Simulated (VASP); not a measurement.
Wanted: the native input for a VASP 6.6.1 run.

- Task: relaxation of cell and atoms
- Functional: PBE
- Potentials or basis: VASP PAW PBE potentials, release 64 (Hf_pv, N)
- Cutoff: 600 eV
- k mesh: 15 × 15 × 15
- Occupations: methfessel-paxton, width 0.1 eV
- Spin: no spin polarisation
- Target pressure: 30 GPa
- Further INCAR settings: ALGO = Normal; EDIFF = 1e-06; IBRION = 2; EDIFFG = -0.005; NSW = 40; ISIF = 3
- Target pressure: 30 GPa

The structure of HfN lies in POSCAR:

```
HfN
1.0
    0.0000000000      2.2560000000      2.2560000000
    2.2560000000      0.0000000000      2.2560000000
    2.2560000000      2.2560000000      0.0000000000
Hf N
1 1
Direct
    0.0000000000      0.0000000000      0.0000000000
    0.5000000000      0.5000000000      0.5000000000
```

The input as run:

INCAR

```
SYSTEM = HfN
PREC = Accurate ; ENCUT = 600
EDIFF = 1E-6 ; ISMEAR = 1
SIGMA = 0.1 ; LREAL = .FALSE.
LASPH = .TRUE. ; NELM = 60
ALGO = Normal ; ISIF = 3
LWAVE = .FALSE. ; LCHARG = .FALSE.
GGA = PE ; IBRION = 2
NSW = 40 ; EDIFFG = -0.005
PSTRESS = 300 ; KPAR = 4
```

KPOINTS

```
Automatic mesh
0
G
  15 15 15
  0 0 0
```

Potentials or basis: VASP PAW PBE potentials, release 64 (Hf_pv, N).

Run with:

```console
$ cat potpaw_PBE.64/Hf_pv/POTCAR potpaw_PBE.64/N/POTCAR > POTCAR
$ mpirun -np 4 vasp_std > vasp.out
```

Results of the run:

* Relaxed volume: 10.64 Å³/atom
* Relaxed cell: a = 3.110 Å, b = 3.110 Å, c = 3.110 Å, α = 60.00°, β = 60.00°, γ = 60.00°
* Space group after relaxing (to 0.05 Å): Fm-3m (No. 225)
* Energy change on relaxing (the enthalpy is what falls): +85.3 meV/atom
* Ionic steps: 7
* Pressure after relaxing: 30.0 GPa
* Band gap on the k mesh: none (metal or under the smearing width)

Caveat: the cell is relaxed towards a set pressure, so the enthalpy falls and the energy may rise.

Run time: 50 s on 4 MPI ranks on AMD EPYC 7R13 Processor (Zen 3), on a shared host, peak memory 0.17 GiB a rank.
